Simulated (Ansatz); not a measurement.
Crystal: CuO.

```
Cu O
1.0
     1.99097   -2.15355    0.00000
     1.99097    2.15355    0.00000
     0.00000    0.00000    5.15593
Cu O
2 2
Direct
  0.50000 0.00000 0.00000
  0.00000 0.50000 0.50000
  0.50000 0.50000 0.25000
  0.50000 0.50000 0.75000
```

Measurements of this composition are mostly on another form, of space group No. 15.

* Program: Ansatz 0.2.0
* Task: relaxation of cell and atoms
* Functional: HSE06
* Potentials or basis: Ansatz PAW
* Cutoff: 420 eV (not typed: the program's choice for these potentials)
* k mesh: 6 × 6 × 4
* Occupations: fermi-dirac, width 0.05 eV
* Spin: no spin polarisation

At the start: volume 11.05 Å³/atom.

Task: How do energy, volume and symmetry change on relaxing?

Result: It ends after 10 steps and the volume is 10.87 Å³/atom (-1.7 %); space group Cccm (No. 66, to 0.05 Å).

The path:
| step | energy change (eV) | largest force (eV/Å) | volume (Å³) |
| --- | --- | --- | --- |
| 1 | 0.0000 | 0.0000 | 44.21 |
| 2 | -0.0079 | 0.0000 | 43.82 |
| 3 | -0.0121 | 0.0000 | 43.40 |
| 4 | -0.0124 | 0.0000 | 43.47 |
| 5 | -0.0125 | 0.0000 | 43.47 |
| 6 | -0.0102 | 0.0000 | 43.47 |
| 7 | -0.0104 | 0.0000 | 43.47 |
| 8 | -0.0106 | 0.0000 | 43.47 |
| 9 | -0.0106 | 0.0000 | 43.48 |
| 10 | -0.0107 | 0.0000 | 43.48 |

Final structure:
```xyz
4
Lattice="2.0488 -2.0748 0.0000 2.0488 2.0748 0.0000 0.0000 0.0000 5.1144" Properties=species:S:1:pos:R:3 pbc="T T T"
Cu    1.0244   -1.0374    0.0000
Cu    1.0244    1.0374    2.5572
O     2.0488    0.0000    1.2786
O     2.0488    0.0000    3.8358
```

Caveat: the plane-wave basis is chosen anew once the cell has moved, so the energies of steps on either side of that aren't comparable; the pressure holds a Pulay correction of +0.6 GPa for the finite cutoff; the run has no spin polarisation, though such a crystal can be magnetic; the PAW data sets come from PBE, with cores solved anew for the run's functional, which leaves a small shift of forces and pressure.
